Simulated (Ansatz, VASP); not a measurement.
**Two plane-wave programs on TiC**

Contents of POSCAR:

```
TiC
1.0
    0.0000000000      2.2337573409      2.2337573409
    2.2337573409      0.0000000000      2.2337573409
    2.2337573409      2.2337573409      0.0000000000
Ti C
1 1
Direct
    0.0000000000      0.0000000000      0.0000000000
    0.5000000000      0.5000000000      0.5000000000
```

INCAR.step1

```
PREC     = Accurate       # precision mode
ENCUT    = 520            # plane-wave cutoff, eV
ISMEAR   = 0              # smearing method
SIGMA    = 0.1            # smearing width, eV
LREAL    = False          # projectors in reciprocal space
LASPH    = True           # aspherical terms in the spheres
NELM     = 80             # most SCF steps
NBANDS   = 15             # bands
GGA      = PE             # functional
ALGO     = Normal         # electronic algorithm
EDIFF    = 1E-4           # SCF threshold, eV
LWAVE    = True           # write WAVECAR
LCHARG   = False          # write CHGCAR
```

Contents of INCAR.step2:

```
PREC     = Accurate       # precision mode
ENCUT    = 520            # plane-wave cutoff, eV
EDIFF    = 1E-6           # SCF threshold, eV
ISMEAR   = 0              # smearing method
SIGMA    = 0.1            # smearing width, eV
LREAL    = False          # projectors in reciprocal space
LASPH    = True           # aspherical terms in the spheres
NELM     = 80             # most SCF steps
ALGO     = Normal         # electronic algorithm
ISIF     = 2              # what is computed and relaxed
LWAVE    = False          # write WAVECAR
LCHARG   = False          # write CHGCAR
METAGGA  = R2SCAN         # meta-GGA
LMIXTAU  = True         
NBANDS   = 15             # bands
ISTART   = 1
```

File KPOINTS:

```
Automatic mesh
0
Gamma
  16 16 16
```

Input for Ansatz:

```yaml
crystal:
  lattice:
    - [0.0, 2.2337573409, 2.2337573409]
    - [2.2337573409, 0.0, 2.2337573409]
    - [2.2337573409, 2.2337573409, 0.0]
  atoms:
    - { symbol: Ti, position: [0.0, 0.0, 0.0] }
    - { symbol: C, position: [0.5, 0.5, 0.5] }
basis:
  ecutwfc: 500
kpoints:
  mp_grid: { grid: [16, 16, 16] }
hamiltonian:
  xc: r2scan
scf:
  occupations: { method: gaussian, width: 0.1 }
output:
  forces: true
  stress: true
  eigenvalues: true
  write_density: true
  write_potential: true
  elf: true
  volumetric_format: npy
```

Alike in both runs: task single point; functional r2SCAN; k mesh 16 × 16 × 16; occupations gaussian, width 0.1 eV; no spin polarisation.

```csv
,VASP,Ansatz
version,VASP 6.6.1,Ansatz 0.2.0
potentials or method,"VASP PAW PBE potentials, release 64 (Ti_sv, C)","scalar-relativistic, plane waves, PAW"
plane-wave cutoff (eV),520,500
valence electrons in the cell,16,16
```

```tsv
	VASP	Ansatz	Ansatz less VASP
gap on the k mesh at the Fermi level (eV)	none	none	-
pressure (GPa)	-19.9	-20.7	-0.75
```

A gap of «none» marks a metal or a gap that the smearing closes.

Caveats: so large a pressure means that the cell lies far from this level's equilibrium, or that cutoff or potentials fall short (VASP); the potentials were made for another functional, which shifts forces and pressure (VASP).
